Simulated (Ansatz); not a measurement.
Zone-centre phonons of TaC at 22 GPa: input and output

The calculation used DFT LDA, scalar-relativistic, plane waves, PAW (Ansatz 0.2.0).

Launched with:
```bash
ansatz run input.yaml --threads 1 --pin off --max-ram 3072MiB --backend cpu --events-out ev --progress --plain --runs-dir out
```

Input (bare energies are in eV):
```yaml
crystal:
  lattice:
    - [0.0, 2.1672657021, 2.1672657021]
    - [2.1672657021, 0.0, 2.1672657021]
    - [2.1672657021, 2.1672657021, 0.0]
  atoms:
    - { symbol: Ta, position: [0.0, 0.0, 0.0] }
    - { symbol: C, position: [0.5, 0.5, 0.5] }
basis:
  ecutwfc: 420
kpoints:
  mp_grid: { grid: [16, 16, 16] }
hamiltonian:
  xc: lda
scf:
  occupations: { method: fermi_dirac, width: 0.15 }
output:
  eigenvalues: true
phonons:
  method: dfpt
  eigenvectors: true
```

Results section of the output:
```
--- Phonons (Γ-DFPT): 2 representative perturbations + reference, on 349 of 4096 k-points (Σ response iterations 6) ---
  k mesh reduced under 8 symmetry operations, with k and −k counted as one. Each operation leaves every solved perturbation unchanged. A smaller set is not used because it would not reduce the number of displacements ...
  ASR residual: 7.233e-4 → 0.000e0 eV/Å²; symmetrization residual: 1.895e-7 eV/Å²
  ASR residual per site (eV/Å²): 7.23e-4 1.52e-4
  Γ frequencies (cm⁻¹): 0.00 0.00 0.00 630.10 630.10 630.10
  non-analytic LO–TO correction: not included (Born effective charges unavailable; polar crystals: no LO–TO splitting at Γ)
```

Time: 21 s on 1 thread of Intel(R) Xeon(R) Platinum 8488C (Sapphire Rapids) (shared host), peak memory 0.64 GiB.

In a metal, frequencies and elastic constants depend on the k mesh and the smearing, soft modes and shear constants most. Spin–orbit coupling is left out, which can shift energies with elements as heavy as these. Other phases may be more stable at this pressure.